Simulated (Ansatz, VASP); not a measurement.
# Two plane-wave programs on Ta

```
Ta
1.0
    -1.62349    1.62349    1.62349
     1.62349   -1.62349    1.62349
     1.62349    1.62349   -1.62349
Ta
1
Direct
  0.00000 0.00000 0.00000
```

Alike in both runs: functional LDA; k mesh 8 × 8 × 8; occupations gaussian, width 0.1 eV; no spin polarisation.

Ansatz relaxed the structure, and its values are those at the end. VASP's run is a single point on that final structure, the one shown.

```csv
,VASP,Ansatz
version,VASP 6.6.1,Ansatz 0.2.0
potentials or method,"VASP PAW LDA potentials, release 64 (Ta_pv)","scalar-relativistic, plane waves, PAW"
plane-wave cutoff (eV),520,420
valence electrons in the cell,11,13
```

```csv
,VASP,Ansatz,Ansatz less VASP
gap on the k mesh at the Fermi level (eV),none,none,-
pressure (GPa),1.0,0.0,-1.00
```

A gap of «none» marks a metal or a gap that the smearing closes. The two sets of potentials don't hold the same shells in valence. Ansatz warned: «pseudo_functional_mismatch».

The runs have no spin-orbit coupling, so splittings on Ta are missing.
